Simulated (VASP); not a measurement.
Set up this calculation in VASP 6.6.1, as the native input.

```yaml
Task: relaxation of cell and atoms
Functional: PBEsol
Potentials_or_basis: VASP PAW PBE potentials, release 64 (Cd, O)
Cutoff: 600 eV
k_mesh: 12 × 12 × 12
Occupations: gaussian, width 0.03 eV
Spin: no spin polarisation
Further_INCAR_settings: ALGO = Normal; EDIFF = 1e-07; IBRION = 2; EDIFFG = -0.005; NSW = 90; ISIF = 3
```

The structure of CdO lies in POSCAR:

```
CdO                                     
1.0
   -0.0000000000      2.3523961157      2.3523961157
    2.3523961157     -0.0000000000      2.3523961157
    2.3523961157      2.3523961157      0.0000000000
  Cd              O             
     1     1
Direct
     0.0000000000000000    0.0000000000000000    0.0000000000000000
     0.5000000000000000    0.5000000000000000    0.5000000000000000
```

The cell was built by a generator and needn't be a form met in nature.

One way to write it, as run:

INCAR

```
SYSTEM = CdO
PREC     = Accurate       ! precision mode
ENCUT    = 600            ! plane-wave cutoff, eV
EDIFF    = 1E-7           ! SCF threshold, eV
ISMEAR   = 0              ! smearing method
SIGMA    = 0.03           ! smearing width, eV
LREAL    = .False.        ! projectors in reciprocal space
LASPH    = .True.         ! aspherical terms in the spheres
NELM     = 80             ! most SCF steps
ALGO     = Normal         ! electronic algorithm
ISIF     = 3              ! what is computed and relaxed
LWAVE    = .False.        ! write WAVECAR
LCHARG   = .False.        ! write CHGCAR
GGA      = PS             ! functional
IBRION   = 2              ! ionic algorithm
NSW      = 90             ! ionic steps
EDIFFG   = -0.005         ! ionic threshold
KPAR     = 4
```

KPOINTS

```
regular mesh
0
Gamma
  12 12 12
  0 0 0
```

Potentials or basis: VASP PAW PBE potentials, release 64 (Cd, O).

Run with:

```sh
$ cat potpaw_PBE.64/Cd/POTCAR potpaw_PBE.64/O/POTCAR > POTCAR
$ mpirun -np 4 vasp_std > vasp.out
```

Results of the run:

| Quantity | Value |
| --- | --- |
| Pressure after relaxing | 0.0 GPa |
| Band gap on the k mesh | none (metal or under the smearing width) |

Caveat: the relaxation stopped at its first step, so nothing moved; the PAW data sets were made with another functional, which shifts forces and pressure a little; this crystal is a semiconductor, whose small gap the functional closes, so the metal is an error of the method.

Wall time 6.2 s on 4 MPI ranks on Intel(R) Xeon(R) 6975P-C (Granite Rapids), on a shared host, peak memory 0.16 GiB a rank.
